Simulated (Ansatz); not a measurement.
# SiGe: the cost of one run

Method: reference: DFT, PBE, plane waves, PAW, in Ansatz 0.2.0.

1 further run of the same task is left out (it didn't finish).

## 1. The structure to begin with

It takes space group R-3m (No. 166, trigonal). Conventional cell: a = 3.924 Å, b = 3.924 Å, c = 19.201 Å, α = 90.00°, β = 90.00°, γ = 120.00°. Si (site symmetry 3m) is surrounded by 1 Si at 2.35 Å and 3 Ge at 2.40 Å. Ge (site symmetry 3m) has 3 Si at 2.40 Å and 1 Ge at 2.46 Å as nearest neighbours.

As a file:

```
Si Ge
1.0
     1.96200    1.13276    6.40034
    -1.96200    1.13276    6.40034
     0.00000   -2.26552    6.40034
Si Ge
2 2
Cartesian
  0.0000 0.0000 8.4260
  0.0000 0.0000 10.7750
  0.0000 0.0000 17.9716
  0.0000 0.0000 1.2294
```

## 2. Reference

The input, input.yaml:

```yaml
crystal:
  lattice:
    - [1.9620006346, 1.1327615945, 6.4003360102]
    - [-1.9620006346, 1.1327615945, 6.4003360102]
    - [0.0, -2.2655231891, 6.4003360102]
  atoms:
    - { symbol: Si, position: [0.4388308774, 0.4388308774, 0.4388308774] }
    - { symbol: Ge, position: [0.9359736046, 0.9359736046, 0.9359736046] }
    - { symbol: Ge, position: [0.0640263954, 0.0640263954, 0.0640263954] }
    - { symbol: Si, position: [0.5611691226, 0.5611691226, 0.5611691226] }
kpoints:
  mp_grid: { grid: [6, 6, 6] }
hamiltonian:
  xc: pbe
scf:
  occupations: { method: fixed }
  n_extra_bands: 5
output:
  forces: true
  stress: true
  eigenvalues: true
```

Run with:

```console
$ ansatz run input.yaml --threads 4 --pin off --max-ram 3686MiB --backend cpu --events-out ev --progress --plain --runs-dir out
```

What time and memory should one allow on 4 threads of Arm Neoverse N1, shared host?

About 1.7 s, with a peak of 0.39 GiB.
